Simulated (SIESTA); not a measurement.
Cu under changes of volume

One of the cells (11.456 Å³/atom); the others are scaled copies at fixed shape and fractional positions:

```xyz
4
Lattice="2.5308 0.0000 0.0000 -1.2654 2.1917 0.0000 0.0000 0.0000 8.2618" Properties=species:S:1:pos:R:3 pbc="T T T"
Cu    1.2654    0.7306    6.1964
Cu    0.0000    0.0000    4.1309
Cu    0.0000    1.4611    2.0655
Cu    0.0000    0.0000    0.0000
```

This isn't the form of Cu at room conditions, which is fcc.

| Property | Result |
| --- | --- |
| Program | SIESTA 5.4.2 |
| Functional | LDA |
| Potentials or basis | PseudoDojo 0.4 standard (LDA files) |
| Basis | DZP (energy shift 0.003 Ry; two zetas on semicore shells) |
| Grid cutoff | 800 Ry |
| Energy shift | 0.003 Ry |
| k mesh | 12 × 12 × 4 |
| Occupations | fermi-dirac, width 0.05 eV |
| Spin | no spin polarisation |

| volume (Å³/atom) | energy over the lowest point (meV/atom) | pressure (GPa) |
| --- | --- | --- |
| 10.769 | 0.00 | 1.9 |
| 10.998 | 0.22 | -2.1 |
| 11.227 | 5.98 | -5.8 |
| 11.456 | ? | ? |
| 11.686 | 31.58 | -11.7 |
| 11.915 | 50.06 | -14.1 |
| 12.144 | 71.85 | -16.3 |

Task: What does the run at 11.456 Å³/atom give?

Result: Energy over the lowest point 16.65 meV/atom; pressure -9.0 GPa.

Worked out: A Birch-Murnaghan fit of order 3 (a polynomial in V^(-2/3)) to the other rows has its minimum at 10.87 Å³/atom with B0 = V·E''(V) = 199 GPa and B' = 5.5 at fixed shape and positions, which overstates the stiffness. It gives 16.62 meV/atom at 11.456 Å³/atom, against the run's 16.65, and -dE/dV = -9.0 GPa, against -9.0.

Energies are extrapolated to zero smearing.

Caveats: short orbitals over semicore shells can move pressures by several GPa; the basis of atomic orbitals isn't converged, which shifts pressures, moduli and gaps.
